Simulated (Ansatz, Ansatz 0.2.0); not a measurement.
# Relaxing the cell of Cu2CdGeSe4 against a diffraction measurement: a beginner's notes

*A first attempt by someone new to these calculations. It holds errors of set-up and of interpretation; a review follows at the end.*

## Background

The compound is $\mathrm{Cu_2CdGeSe_4}$, and the numbers I have to reproduce are the two edges of its tetragonal cell, $a$ and $c$. They are cited in "Specific features of band structure and optical anisotropy of Cu2CdGeSe4 quaternary compounds" (2013, arXiv:1311.6753), which takes them from an earlier diffraction experiment. They belong to the low-temperature modification of the compound. The quoted uncertainties are a few ten-thousandths of an ångström, so I treat both values as fixed. The cell is about twice as long along $c$ as along $a$.

| compared with | measured | source's wording or label | method |
| --- | --- | --- | --- |
| a (Å) | 5.7482 ± 0.0002 | 5.7482 ± 0.0002 A | diffraction |
| c (Å) | 11.0533 ± 0.0003 | 11.0533 ± 0.0003 A | diffraction |

## Strategy

I want the program to find $a$ and $c$ by itself, by relaxing the cell and the atoms together. The model is the stannite structure with 8 atoms in the primitive cell. My target is to be within 0.02 Å on both edges. I have no deep reason for that number; it looks strict enough to put in a report.

The database cell has practically the same edges as the measurement, so a run that started there and stayed there would not convince me. I have a deadline, so I will begin with something quick, see how far off it is, and then adjust settings until the numbers agree.

System: Cu2CdGeSe4, tetragonal stannite; I-42m (No. 121), 8 atoms in the primitive cell; the database structure is a diffraction structure: a = 5.748 Å, c = 11.053 Å.

## 1. A quick run from a stretched cell

I start with LDA, because it is the simplest functional I have read about. The starting cell is stretched by 2 % in every direction, so that the program has to come back to the right size on its own. I also loosen the stopping thresholds to 0.2 eV/Å for the forces and 5 GPa for the pressure, to save time. I don't have a feeling for how much 5 GPa is for a crystal like this, but the program accepts it. If the cell shrinks back to the measured one, I can use these settings for everything else.

**Run 1.** Ansatz 0.2.0: LDA, cell and atoms relaxed from the database structure, PAW set soft_2, cutoff 420 eV (default), 8x8x8 k mesh, Gaussian smearing 0.1 eV; started from lattice vectors 1.02 times the database's, thresholds 0.2 eV/A and 5 GPa.

Key lines of the input:
```
crystal:
  lattice:
    - [-2.931582, 2.931582, 5.637183]
    - [2.931582, -2.931582, 5.637183]
    - [2.931582, 2.931582, -5.637183]
  # atoms
kpoints:
  mp_grid: { grid: [8, 8, 8] }
hamiltonian:
  xc: lda
scf:
  occupations: { method: gaussian, width: 0.1 }
output:
  stress: true
relax:
  adjacent_minimum: "off"
  f_tol: 0.2
  max_steps: 60
  cell: { stress_tol: 5.0 }
```

Command:
```
ansatz run input.yaml --threads 4 --pin off --max-ram 16384MiB --backend cpu --events-out ev --progress --plain --runs-dir out
```

Selected lines of the output:
```
relax step   1: F+E_penalty+E_count = -46980.11886313 eV  [...]  P = -5.641 GPa  Ω = 193.788 Å³  (9 SCF iters, accepted)
relax step   3: F+E_penalty+E_count = -46980.52986950 eV  [...]  P = +0.199 GPa  Ω = 174.618 Å³
  cell:  # Å, volume = 174.6180 Å³
```

Converged; 2.4 min on 4 cores of Arm Neoverse V1, shared host.

| quantity | run 1 | measured | deviation |
| --- | --- | --- | --- |
| a (Å) | 5.6443 | 5.7482 ± 0.0002 | −0.1039 (−1.8 %) |
| c (Å) | 10.962 | 11.0533 ± 0.0003 | −0.091 (−0.8 %) |
| conventional cell volume (Å³) | 349.24 |  |  |

The cell did come back from the stretched start, but it went past the measured size. Now $a$ is 0.104 Å too short and $c$ is 0.091 Å too short, both far outside my 0.02 Å. The last pressure is only about 0.2 GPa, much less than the 5 GPa I allowed, so I take the loose thresholds to be good enough. I need something that makes the cell bigger.

## 2. Warming the crystal with the smearing

Crystals expand when they are heated, and the input has a smearing width that works like a temperature. I change it to the Fermi-Dirac kind and raise it from 0.1 to 1.5 eV, which I hope will push the edges out towards the measured ones. I keep LDA and go back to the unstretched database cell with the normal thresholds, since that start is already close to the answer I want.

**Run 2.** Ansatz 0.2.0: LDA, cell and atoms relaxed from the database structure, PAW set soft_2, cutoff 420 eV (default), 8x8x8 k mesh, Fermi-Dirac smearing 1.5 eV.

Key lines of the input:
```
crystal:
  # lattice and atoms
kpoints:
  mp_grid: { grid: [8, 8, 8] }
hamiltonian:
  xc: lda
scf:
  occupations: { method: fermi_dirac, width: 1.5 }
output:
  stress: true
relax:
  adjacent_minimum: "off"
  max_steps: 30
  cell: { stress_tol: 0.03 }
```

Selected lines of the output:
```
relax step  18: F+E_penalty+E_count = -46993.22385231 eV  [...]  P = -0.001 GPa  Ω = 225.305 Å³
relax step  19: F+E_penalty+E_count = -46993.22383441 eV  [...]  P = +0.001 GPa  Ω = 225.305 Å³
--- Relaxed structure (16 steps of the walk, 16 accepted, 3 SCFs on fresh bases) ---
```

Converged; 23 min of wall time.

| quantity | run 2 | measured | deviation |
| --- | --- | --- | --- |
| a (Å) | 5.6230 | 5.7482 ± 0.0002 | −0.1252 (−2.2 %) |
| c (Å) | 14.251 | 11.0533 ± 0.0003 | +3.198 (+28.9 %) |
| conventional cell volume (Å³) | 450.61 |  |  |

The volume went up as I wanted, but nearly all of it went into $c$, which is now 3.198 Å too long, while $a$ is even shorter than before. The run converged and the final pressure is practically zero, so I take it that this crystal expands along $c$ when heated and that 1.5 eV was simply too hot. I can't use this cell, and I go back to the 0.1 eV Gaussian smearing.

## 3. A lower cutoff to save time

That run took 23 minutes, and I still need many tries before the deadline. The cutoff sets how many plane waves are used, so I lower it from the default 420 eV to 290 eV to make each try faster. The rest is ordinary LDA from the database cell. I expect edges close to those of my first run, and perhaps a little longer, which would suit me.

**Run 3.** Ansatz 0.2.0: LDA, cell and atoms relaxed from the database structure, PAW set soft_2, cutoff 290 eV, 8x8x8 k mesh, Gaussian smearing 0.1 eV.

Key lines of the input, as changed from run 2:
```diff
  scf:
-   occupations: { method: fermi_dirac, width: 1.5 }
+   occupations: { method: gaussian, width: 0.1 }
+ basis:
+   ecutwfc: 290.0
  relax:
-   max_steps: 30
+   max_steps: 60
```

Selected lines of the output:
```
Basis set: ecut = 290 eV, 1983 PW (Γ) [...]
relax step  17: F+E_penalty+E_count = -46979.03754677 eV  [...]  P = +0.002 GPa  Ω = 174.941 Å³
--- Relaxed structure (13 steps of the walk, 13 accepted, 5 SCFs on fresh bases) ---
```

Converged; 6.3 min of wall time. Warnings: cutoff_below_recommended.

| quantity | run 3 | measured | deviation |
| --- | --- | --- | --- |
| a (Å) | 5.6640 | 5.7482 ± 0.0002 | −0.0842 (−1.5 %) |
| c (Å) | 10.906 | 11.0533 ± 0.0003 | −0.147 (−1.3 %) |
| conventional cell volume (Å³) | 349.88 |  |  |

The volume is 349.88 Å³ against 349.24 Å³ in my first run, so I conclude that the lower cutoff does no harm. The edge $a$ has even moved closer to the measurement, although $c$ has moved further away and is now 0.147 Å short. There is a warning named `cutoff_below_recommended`, but the run converged and the volume hardly changed, so I leave it at that.

## 4. Another functional, with dispersion added

LDA stays too small whatever I do with the cutoff, so I change the functional. I have seen BLYP used a lot for molecules, and I have read that it gives longer bonds than LDA. I add the D3(BJ) dispersion correction as well, because a correction should make the result more accurate. The cutoff goes back to the default so that the warning doesn't end up in my report. I hope both edges grow by about 0.1 Å, which is what I need.

**Run 4.** Ansatz 0.2.0: BLYP+D3(BJ), cell and atoms relaxed from the database structure, PAW set soft_2, cutoff 420 eV (default), 8x8x8 k mesh, Gaussian smearing 0.1 eV.

Key lines of the input, as changed from run 3:
```diff
  hamiltonian:
-   xc: lda
+   xc: blyp
+   dispersion: d3bj
- basis:
-   ecutwfc: 290.0
```

Command:
```
ansatz run input.yaml --threads 8 --pin off --max-ram 16384MiB --backend cpu --events-out ev --progress --plain --runs-dir out
```

Selected lines of the output:
```
relax step   4: F+E_penalty+E_count = -47773.39396545 eV  [...]  P = -0.004 GPa  Ω = 184.304 Å³
--- Relaxed structure (4 steps of the walk, 4 accepted, 1 SCFs on fresh bases) ---
```

Converged; 55 s on 8 cores of Arm Neoverse V2, shared host.

| quantity | run 4 | measured | deviation |
| --- | --- | --- | --- |
| a (Å) | 5.7718 | 5.7482 ± 0.0002 | +0.0236 (+0.4 %) |
| c (Å) | 11.065 | 11.0533 ± 0.0003 | +0.012 (+0.1 %) |
| conventional cell volume (Å³) | 368.61 |  |  |

This is much closer. The edge $c$ is only 0.012 Å too long, which is inside my target, and $a$ is 0.0236 Å too long, which just misses it. I put the improvement down to the dispersion correction, since none of the LDA runs had one. Now I need $a$ to come down by a few thousandths of an ångström without spoiling $c$.

## 5. Keeping the correction, changing the functional

I keep D3(BJ), because I believe it is what fixed the cell, and replace BLYP by PBEsol. The "sol" stands for solids, and my crystal is a solid, so it should be at least as good as a functional I know from molecules. I expect a slightly smaller cell than with BLYP, which would bring $a$ inside the 0.02 Å and let me finish.

**Run 5.** Ansatz 0.2.0: PBEsol+D3(BJ), cell and atoms relaxed from the database structure, PAW set soft_2, cutoff 420 eV (default), 8x8x8 k mesh, Gaussian smearing 0.1 eV.

Key lines of the input, as changed from run 4:
```diff
  hamiltonian:
-   xc: blyp
+   xc: pbesol
```

Selected lines of the output:
```
relax step   4: F+E_penalty+E_count = -47317.02705291 eV  [...]  P = +0.002 GPa  Ω = 175.126 Å³
--- Relaxed structure (4 steps of the walk, 4 accepted, 1 SCFs on fresh bases) ---
```

Converged; 59 s of wall time.

| quantity | run 5 | measured | deviation |
| --- | --- | --- | --- |
| a (Å) | 5.6715 | 5.7482 ± 0.0002 | −0.0767 (−1.3 %) |
| c (Å) | 10.889 | 11.0533 ± 0.0003 | −0.164 (−1.5 %) |
| conventional cell volume (Å³) | 350.25 |  |  |

The cell shrank far more than I wanted: $a$ is now 0.0767 Å too short and $c$ 0.164 Å too short, about as bad as LDA. The dispersion correction was on in this run too, so it can't be what brought the BLYP cell close to the measurement. I gave it the credit without ever running anything with and without it.

## 6. The same run without the correction

This time I take D3(BJ) out and leave everything else as it was, so that I can see what it does. Dispersion is an attraction between atoms, so without it the cell should get larger. I can't say by how much. If it grows by about 0.08 Å along $a$, PBEsol alone would land on the measured value and I could put that in the report.

**Run 6.** Ansatz 0.2.0: PBEsol, cell and atoms relaxed from the database structure, PAW set soft_2, cutoff 420 eV (default), 8x8x8 k mesh, Gaussian smearing 0.1 eV.

Key lines of the input, as changed from run 5:
```diff
  hamiltonian:
-   dispersion: d3bj
```

Selected lines of the output:
```
--- Relaxed structure (4 steps of the walk, 4 accepted, 1 SCFs on fresh bases) ---
```

Converged; 2.5 min on 4 cores of Arm Neoverse V1, shared host.

| quantity | run 6 | measured | deviation |
| --- | --- | --- | --- |
| a (Å) | 5.7302 | 5.7482 ± 0.0002 | −0.0180 (−0.3 %) |
| c (Å) | 11.023 | 11.0533 ± 0.0003 | −0.031 (−0.3 %) |
| conventional cell volume (Å³) | 361.94 |  |  |

Taking the correction out made $a$ longer by 0.0587 Å and $c$ longer by 0.134 Å. So with PBEsol, D3(BJ) pulls the cell together and makes the agreement worse, the opposite of what I had believed about corrections. Only that one setting differed between the two runs, so this is something I can actually say. The edge $a$ is now inside my 0.02 Å, but $c$ is still 0.031 Å too short.

## 7. A newer functional on a small mesh

I need a little more length along $c$, so I try r2SCAN, which is newer than the functionals I have used and which I therefore expect to be better. I also reduce the k mesh from 8x8x8 to 4x4x4, because I have read that this kind of functional is slower and the report is nearly due. The mesh is only a grid for adding things up, so I don't expect it to matter for the cell. If both edges come out within 0.02 Å, that is the result I will hand in.

**Run 7.** Ansatz 0.2.0: r2SCAN, cell and atoms relaxed from the database structure, PAW set soft_2, cutoff 500 eV (default), 4x4x4 k mesh, Gaussian smearing 0.1 eV.

Key lines of the input, as changed from run 6:
```diff
  kpoints:
-   mp_grid: { grid: [8, 8, 8] }
+   mp_grid: { grid: [4, 4, 4] }
  hamiltonian:
-   xc: pbesol
+   xc: r2scan
```

Selected lines of the output:
```
k-points: 13 of 64 (time reversal used)
relax step   4: F+E_penalty+E_count = -47749.40231623 eV  [...]  P = -0.005 GPa  Ω = 184.748 Å³
--- Relaxed structure (4 steps of the walk, 4 accepted, 1 SCFs on fresh bases) ---
```

Converged; 61 s of wall time.

| quantity | run 7 | measured | deviation |
| --- | --- | --- | --- |
| a (Å) | 5.7737 | 5.7482 ± 0.0002 | +0.0255 (+0.4 %) |
| c (Å) | 11.084 | 11.0533 ± 0.0003 | +0.031 (+0.3 %) |
| conventional cell volume (Å³) | 369.50 |  |  |

Now both edges are too long, $a$ by 0.0255 Å and $c$ by 0.031 Å, so r2SCAN misses my target on both. PBEsol had at least $a$ inside it. I had expected the newer functional to be better, and for this cell it isn't. The measured values lie between the two results.

## 8. Pulling the r2SCAN cell together

With PBEsol, the dispersion correction made the cell shorter, and a little shortening is just what the r2SCAN cell needs. I therefore add rVV10, which is another way of including dispersion. The last run took only about a minute, so I also go back to the 8x8x8 mesh, which will look better in the report. I hope $a$ and $c$ each come down by about 0.03 Å. If they do, I will hand in this result.

**Run 8.** Ansatz 0.2.0: r2SCAN+rVV10, cell and atoms relaxed from the database structure, PAW set soft_2, cutoff 500 eV (default), 8x8x8 k mesh, Gaussian smearing 0.1 eV.

Key lines of the input, as changed from run 6:
```diff
  hamiltonian:
-   xc: pbesol
+   xc: r2scan
+   dispersion: rvv10
```

Selected lines of the output:
```
relax step   4: F+E_penalty+E_count = -47738.92846998 eV  [...]  P = -0.002 GPa  Ω = 182.020 Å³
--- Relaxed structure (4 steps of the walk, 4 accepted, 1 SCFs on fresh bases) ---
```

Converged; 4.7 min of wall time.

| quantity | run 8 | measured | deviation |
| --- | --- | --- | --- |
| a (Å) | 5.7492 | 5.7482 ± 0.0002 | +0.0010 (+0.0 %) |
| c (Å) | 11.014 | 11.0533 ± 0.0003 | −0.039 (−0.4 %) |
| conventional cell volume (Å³) | 364.04 |  |  |

The edge $a$ is now only 0.0010 Å too long, the closest I have come on either edge. The edge $c$ came down too, but by 0.070 Å where I had hoped for about 0.03 Å, and it is now 0.039 Å too short. That is outside my target, and further off than it was with r2SCAN alone.

I have no time left to find something that lengthens $c$ and leaves $a$ where it is. I will hand in this cell because its $a$ agrees so well, and write next to it that $c$ missed the 0.02 Å I had set. I don't know why one edge fits and the other doesn't.

## Results at a glance

| run | settings | a (Å) | deviation | c (Å) | deviation | cost |
| --- | --- | --- | --- | --- | --- | --- |
| 1 | LDA, cutoff 420 eV (default), started from lattice vectors 1.02 times the database's, thresholds 0.2 eV/A and 5 GPa | 5.6443 | −0.1039 (−1.8 %) | 10.962 | −0.091 (−0.8 %) | 9.4 core-min |
| 2 | LDA, cutoff 420 eV (default), 8x8x8 k mesh, Fermi-Dirac smearing 1.5 eV | 5.6230 | −0.1252 (−2.2 %) | 14.251 | +3.198 (+28.9 %) | 1.6 core-h |
| 3 | LDA, cutoff 290 eV, 8x8x8 k mesh, Gaussian smearing 0.1 eV | 5.6640 | −0.0842 (−1.5 %) | 10.906 | −0.147 (−1.3 %) | 25 core-min |
| 4 | BLYP+D3(BJ), cutoff 420 eV (default), 8x8x8 k mesh, Gaussian smearing 0.1 eV | 5.7718 | +0.0236 (+0.4 %) | 11.065 | +0.012 (+0.1 %) | 7.3 core-min |
| 5 | PBEsol+D3(BJ), cutoff 420 eV (default), 8x8x8 k mesh, Gaussian smearing 0.1 eV | 5.6715 | −0.0767 (−1.3 %) | 10.889 | −0.164 (−1.5 %) | 7.9 core-min |
| 6 | PBEsol, cutoff 420 eV (default), 8x8x8 k mesh, Gaussian smearing 0.1 eV | 5.7302 | −0.0180 (−0.3 %) | 11.023 | −0.031 (−0.3 %) | 9.8 core-min |
| 7 | r2SCAN, cutoff 500 eV (default), 4x4x4 k mesh, Gaussian smearing 0.1 eV | 5.7737 | +0.0255 (+0.4 %) | 11.084 | +0.031 (+0.3 %) | 4.1 core-min |
| 8 | r2SCAN+rVV10, cutoff 500 eV (default), 8x8x8 k mesh, Gaussian smearing 0.1 eV | 5.7492 | +0.0010 (+0.0 %) | 11.014 | −0.039 (−0.4 %) | 19 core-min |
|  | measured | 5.7482 ± 0.0002 |  | 11.0533 ± 0.0003 |  |  |

## Where I got to

I am handing in the r2SCAN+rVV10 cell, with $a$ = 5.7492 Å and $c$ = 11.014 Å. The first edge agrees with the measurement and the second is 0.039 Å too short, so my target of 0.02 Å on both edges is not met. None of my eight runs met it. BLYP+D3(BJ) came nearest, with $c$ inside and $a$ over the limit by less than 0.004 Å, but I prefer the cell with the almost perfect $a$, and r2SCAN sounds more modern in a report.

The one thing I am sure of is that D3(BJ) shortens both edges with PBEsol, because there I ran the same thing with and without it. I should have worked like that from the start. For most of the other changes I can only say that the numbers moved. I still don't understand why the run with the large smearing stretched $c$ to 14.251 Å; I have written it down as heat and left it out of the report. The work isn't finished, but the deadline is here.

## An expert's review

Further runs made for the review:

| reviewer's run | settings | a (Å) | deviation | c (Å) | deviation | cost |
| --- | --- | --- | --- | --- | --- | --- |
| R1 | LDA, cutoff 420 eV (default), 8x8x8 k mesh, Gaussian smearing 0.1 eV | 5.6612 | −0.0870 (−1.5 %) | 10.925 | −0.128 (−1.2 %) | 10 core-min |
| R2 | r2SCAN, cutoff 500 eV (default), 8x8x8 k mesh, Gaussian smearing 0.1 eV | 5.7743 | +0.0261 (+0.5 %) | 11.082 | +0.029 (+0.3 %) | 19 core-min |
|  | measured | 5.7482 ± 0.0002 |  | 11.0533 ± 0.0003 |  |  |

The plan to adjust settings until the numbers agree is the root of the trouble, because it selects lucky errors. The 0.02 Å target is also arbitrary: it is stricter than common functionals can promise, since errors of around half a percent are ordinary.

Starting run 1 from a stretched cell was a fair test, but the loose thresholds spoiled it. A small final pressure doesn't vindicate them, because pressure averages over directions and can hide opposite stresses along $a$ and $c$. My LDA run with normal thresholds, R1, gives $a$ = 5.6612 Å and $c$ = 10.925 Å, so run 1 stopped with $a$ 0.017 Å too short and $c$ 0.037 Å too long. R1 cost 10 core-minutes against 9.4. The shortfall that remains in R1 is LDA's well-known overbinding.

Run 2 says nothing about thermal expansion. Smearing heats the electrons, here to very roughly 17,000 K, and weakens the bonds; real expansion comes from vibrating atoms. With ordinary smearing, R1 shows no such stretching of $c$. Convergence only means that the wrong problem was solved.

In run 3 the cutoff warning should have prompted a comparison at the default cutoff. The notebook compared volumes with the flawed run 1 instead, but volumes can agree while the edges are wrong: in both runs the errors in $a$ and $c$ have opposite signs and partly cancel. Against R1, $c$ is 0.019 Å too short, nearly the whole target. Nor was time saved: run 3 took 25 core-minutes.

Run 4 changed functional and dispersion together, so it couldn't show which one helped. Run 5 doesn't settle it either, although the notebook says it rules D3(BJ) out. BLYP usually makes solids too large, and D3(BJ) may well have pulled the cell back to near the measurement. That would be a cancellation of errors; BLYP alone would have tested it.

Run 6 is the notebook's best step: one setting changed, and the conclusion rightly limited to PBEsol. PBEsol already describes many solids' lattice constants well, and here the added attraction overshoots.

Run 7 changed the mesh along with the functional, on the untested belief that the mesh wouldn't matter. It turned out harmless: r2SCAN on the full mesh, R2, gives 5.7743 and 11.082 Å, within about 0.002 Å of run 7 on both edges.

Run 8 is soundly set up, but rVV10 was chosen to fit the answer. Compared with R2, it shortens $a$ by 0.0251 Å and $c$ by 0.068 Å, proportionally more along $c$, although $c$ needed proportionally less. That is why $a$ lands on the measurement while $c$ overshoots. The near-perfect $a$ is therefore chance, and neither it nor a modern-sounding name is a reason to hand in this cell.

I would report PBEsol (run 6) and r2SCAN (R2) side by side. The first is about 0.3 % too short on both edges, the second 0.5 % too long in $a$ and 0.3 % in $c$. That is good agreement, and since they bracket the measurement, they give no reason to doubt it. What remains unexplained is how the last few hundredths of an ångström divide between the functionals, the neglected thermal motion and possible cation disorder in the sample.

[Logs are printed without paths, hosts, clocks, repeated set-up lines and the standing remarks that a program may print on its own settings, such as how far it seeks lower states.]

[The runs shown are a pick from a larger set of finished runs; failed, doubtful and other runs were left out of it ahead of writing. So were measured values far from every level or from commonly accepted values, and agreement can look better than it is. Lines of input and output are excerpts and may be shortened.]
